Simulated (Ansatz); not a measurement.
# Structure search for Al4Cu

Computed with DFT PBE, scalar-relativistic, plane waves, PAW (Ansatz 0.2.0). All cells share a 420 eV cutoff and Γ-centred k meshes spaced at most about 0.3 Å⁻¹ (about 0.25 or finer for metals, 2π included). No spin polarisation.

Energies over the elements count from the elements' standard structures at the same level, with no fitted energy shifts.

Temperature and zero-point effects are left out. Larger cells and other orderings weren't all tried, so the list isn't exhaustive. The k mesh leaves some 4 meV/atom of noise in the energy of each metallic cell.

Invented guesses were relaxed alike, and ends that match in structure were merged. ΔE counts from the first row. Coordination counts all near atoms (those within 1.25 times the shortest distance at each site). The ends were matched against large subsets of the Crystallography Open Database and the Materials Project, so a missing match doesn't prove that a structure is unreported.

```
#                    reached from  type and space group  atoms  Å³/atom  coordination  ΔE (meV/atom)  gap on mesh (eV)  in databases                                                checks
1  Al and Cu ordered on bcc sites      I4/mmm (No. 139)      5     15.3  Al 12, Cu 12              0              0.00      no match                                                     -
2  Al and Cu ordered on fcc sites         I4/m (No. 87)      5     15.4  Al 12, Cu 12             36              0.00      no match  no imaginary mode at Γ (other wave vectors untested)
3  Al and Cu ordered on hcp sites       P-6m2 (No. 187)     10     15.5  Al 12, Cu 12             52              0.00      no match                                                     -
4  Al and Cu ordered on hcp sites    P6_3/mmc (No. 194)     10     15.5  Al 12, Cu 12             60              0.00      no match                                                     -
```

The lowest: Space group I4/mmm (No. 139), tetragonal, a = 2.833 Å, c = 19.113 Å. Around Al on its first site lie 4 Cu at 2.62 Å, 8 Al at 2.83–2.88 Å and 1 Al at 3.37 Å; Al on its second site has 12 Al at 2.83–2.88 Å; Cu has 8 Al at 2.62 Å and 4 Cu at 2.83 Å. Its energy over the elements is −0.07 eV/atom. It lies below the elements, which doesn't yet make it stable against other compounds or structures. An observed structure of this formula, if there is one, may be missing.

```
CELL_PARAMETERS angstrom
-1.41658 1.41658 9.55633
1.41658 -1.41658 9.55633
1.41658 1.41658 -9.55633
ATOMIC_POSITIONS crystal
Al 0.58803 0.58803 0.00000
Al 0.19607 0.19607 0.00000
Al 0.80393 0.80393 0.00000
Al 0.41197 0.41197 0.00000
Cu 0.00000 0.00000 0.00000
```

The second: Space group I4/m (No. 87), tetragonal, a = 6.222 Å, c = 3.988 Å. Al is surrounded by 9 Al at 2.75–2.83 Å and 3 Cu at 2.75–2.80 Å; around Cu lie 12 Al at 2.75–2.80 Å. Counting all near atoms, the first and the second both have Al 12, Cu 12. Cells relaxed within their symmetry can be saddle points.

```cif
data_structure
_symmetry_space_group_name_H-M 'I4/m'
_symmetry_Int_Tables_number 87
_cell_length_a 6.2218
_cell_length_b 6.2218
_cell_length_c 3.9883
_cell_angle_alpha 90.000
_cell_angle_beta 90.000
_cell_angle_gamma 90.000
_cell_volume 154.39
loop_
_atom_site_label
_atom_site_type_symbol
_atom_site_symmetry_multiplicity
_atom_site_Wyckoff_symbol
_atom_site_fract_x
_atom_site_fract_y
_atom_site_fract_z
_atom_site_occupancy
Al1 Al 8 h 0.79832 0.39409 0.50000 1
Cu1 Cu 2 b 0.00000 0.00000 0.50000 1
```

Some types were kept out of the candidates beforehand, so the set may lack a known form.
